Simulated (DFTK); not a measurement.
Bi:

```
Bi
1.0
     2.26750    1.30914    3.93800
    -2.26750    1.30914    3.93800
     0.00000   -2.61828    3.93800
Bi
2
Cartesian
  0.0000 0.0000 9.0495
  0.0000 0.0000 2.7645
```

Base run:

| Item | Value |
| --- | --- |
| Program | DFTK 0.8.2 |
| Functional | PBEsol |
| Potentials or basis | dojo.nc.sr.pbesol.v0_4_1.standard.upf (PBEsol) |
| Cutoff | 1007 eV |
| k mesh | 7 × 7 × 7 |
| Occupations | fermi-dirac, width 0.05 eV |
| Spin | no spin polarisation |

Its results: pressure -0.3 GPa; largest force 0.149 eV/Å.

Question: The run is repeated on the same cell with these changes: functional from PBEsol to LDA; potentials or basis from dojo.nc.sr.pbesol.v0_4_1.standard.upf (PBEsol) to cp2k.nc.sr.lda.v0_1.largecore.gth (LDA, GTH); cutoff from 1007 eV to 735 eV; valence electrons from 30 to 10. What comes out?

Answer: Pressure -1.9 GPa; largest force 0.073 eV/Å.

Caveats: GTH potentials come without recommended cutoffs, and this one wasn't checked for convergence (some runs).

Not every run made on this cell is shown here.
